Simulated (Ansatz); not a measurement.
Sn:

```
Sn
1.0
    -2.94014    2.94014    1.59930
     2.94014   -2.94014    1.59930
     2.94014    2.94014   -1.59930
Sn
2
Direct
  0.00000 0.00000 0.00000
  0.75000 0.25000 0.50000
```

Base run:

* Program: Ansatz 0.2.0
* Functional: BLYP
* Potentials or basis: Ansatz PAW
* Cutoff: 420 eV
* Density cutoff: 1680 eV
* k mesh: 9 × 9 × 9
* Occupations: fermi-dirac, width 0.05 eV
* Spin: no spin polarisation

Its results: band gap on the k mesh none (metal or under the smearing width); pressure 5.7 GPa.

Q: After a change of settings the same cell gave: band gap on the k mesh none (metal or under the smearing width); pressure -0.1 GPa. Which change was it?
A. functional from BLYP to PBE; occupations from fermi-dirac, width 0.05 eV to gaussian, width 0.019 eV
B. functional from BLYP to r2SCAN; cutoff from 420 eV to 500 eV; density cutoff from 1680 eV to 2000 eV
C. functional from BLYP to PBEsol
D. functional from BLYP to PBE

A: B.

Caveats: the PAW data sets come from PBE, with cores solved anew for the run's functional, which leaves a small shift of forces and pressure; the potentials were made for another functional, which shifts forces and pressure (some runs).

Not every run made on this cell is shown here.
